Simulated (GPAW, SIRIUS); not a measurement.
## Fitting the PBEsol energy curve of CuI

It takes space group F-43m (No. 216, cubic). The conventional cell has a = 6.063 Å, b = 6.063 Å, c = 6.063 Å, α = 90.00°, β = 90.00°, γ = 90.00°. I (site symmetry -43m) has 4 Cu at 2.63 Å as nearest neighbours. Cu (site symmetry -43m) is surrounded by 4 I at 2.63 Å.

The cell was scaled at fixed shape and fractions and run with SIRIUS, PseudoDojo 0.4.1 PBEsol standard (scalar relativistic), cutoff 1254 eV; PBEsol, k mesh 8 × 8 × 8 on the cell of 2 atoms, fermi-dirac occupations of 0.05 eV, no spin polarisation, no spin-orbit coupling. Energies are those that the program minimises, any entropy of the smearing included.

| V (Å³/atom) | energy over the lowest row (meV/atom) |
| --- | --- |
| 26.1879 | 0.00 |
| 26.7451 | ? |
| 27.3023 | 4.95 |
| 27.8595 | 11.96 |
| 28.4167 | 21.50 |
| 28.9738 | 33.25 |
| 29.5310 | 46.93 |

Q: Fit the third-order Birch-Murnaghan form, give V0, B0 and B′, and predict the energy left open.

A: With y = (V0/V)^(2/3), E = E0 + (9 V0 B0/16) [(y - 1)³ B′ + (y - 1)² (6 - 4y)]. Least squares through the rows shown give V0 = 26.3347 Å³/atom, E0 = -0.13 meV, B0 = 49.32 GPa (1 eV/Å³ = 160.218 GPa) and B′ = 5.24, with a largest miss of 0.01 meV. At V = 26.7451 the form with these constants gives 0.82 meV; the run gave 0.83 meV an atom. Other set-ups at this level, from all their volumes (Å³/atom, GPa): GPAW, PAW data sets generated for this functional: V0 26.675, B0 48.3. Measured volume: 27.71 Å³/atom at 300 K (a printed reference work), so the fit lies -5.0 % from it. The runs are for a static lattice.
